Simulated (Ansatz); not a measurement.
MgS (P6_3mc) from a database structure, relaxed with r2SCAN in the PAW code Ansatz. It is hexagonal, P6_3mc (No. 186); a = 4.029 Å, c = 6.454 Å in the conventional setting, 22.68 Å³ an atom. Mg is surrounded by 4 S at 2.45–2.46 Å; S is surrounded by 4 Mg at 2.45–2.46 Å.

The axes x, y and z are those of this cell:
```yaml
crystal:
  lattice:
    - [4.02866, 0.00000, 0.00000]
    - [-2.01433, 3.48893, 0.00000]
    - [0.00000, 0.00000, 6.45422]
  atoms:
    - { symbol: Mg, position: [0.66667, 0.33333, 0.49712] }
    - { symbol: Mg, position: [0.33333, 0.66667, 0.99712] }
    - { symbol: S, position: [0.33333, 0.66667, 0.37788] }
    - { symbol: S, position: [0.66667, 0.33333, 0.87788] }
```

Unstrained: With PBE the gap is 3.473 eV and direct, at Γ. With r2SCAN the gap is 4.147 eV and direct, at Γ. HSE06 gives a direct gap of 4.533 eV at Γ. Meshes: PBE 12×12×4, r2SCAN 12×12×4, HSE06 6×6×4. Strains are changes of length per length. After each strain the atoms were relaxed again with r2SCAN within the symmetry that the strain leaves, so tilts or polar shifts that break it weren't tested; points keep the names that they have in the unstrained zone. Calculated for a static, non-magnetic cell.

(1) Apply biaxial -4.15 % in x and y, z held. How far does the gap move, against the unstrained cell?

(2) For epitaxial -0.87 % in the xy plane, how far does the free direction move, and what happens to the gap?

(3) Estimate what uniaxial -3.72 % along y, other directions held does to the gap.

(4) Apply isotropic -5.05 % on every length. How far does the gap move, against the unstrained cell?

(5) Order the strained cells by their HSE06 gap, smallest first.
A. isotropic -5.05 % on every length
B. epitaxial -0.87 % in the xy plane
C. biaxial -4.15 % in x and y, z held
D. uniaxial -3.72 % along y, other directions held

## Answers

(1) PBE: the gap goes from 3.473 to 3.894 eV (+0.421 eV). r2SCAN: the gap goes from 4.147 to 4.596 eV (+0.449 eV). HSE06: the gap goes from 4.533 to 4.985 eV (+0.452 eV). The r2SCAN energy rises by 37.0 meV an atom.

(2) The normal strain at zero normal stress is +0.82 %, 0.94 of the in-plane strain with the sign turned. PBE: the gap goes from 3.473 to 3.577 eV (+0.104 eV). r2SCAN: the gap goes from 4.147 to 4.257 eV (+0.110 eV). HSE06: the gap goes from 4.533 to 4.643 eV (+0.110 eV).

(3) PBE: the gap goes from 3.473 to 3.648 eV (+0.175 eV). r2SCAN: the gap goes from 4.147 to 4.335 eV (+0.188 eV). HSE06: the gap goes from 4.533 to 4.723 eV (+0.190 eV). The r2SCAN energy rises by 9.0 meV an atom.

(4) PBE: the gap goes from 3.473 to 4.283 eV (+0.810 eV). r2SCAN: the gap goes from 4.147 to 5.013 eV (+0.866 eV). HSE06: the gap goes from 4.533 to 5.394 eV (+0.861 eV). The r2SCAN energy rises by 113.8 meV an atom.

(5) B (4.64 eV), D (4.72 eV), C (4.98 eV), A (5.39 eV).

The meshes of the hybrids are coarse, so their gaps aren't converged to the digits shown.
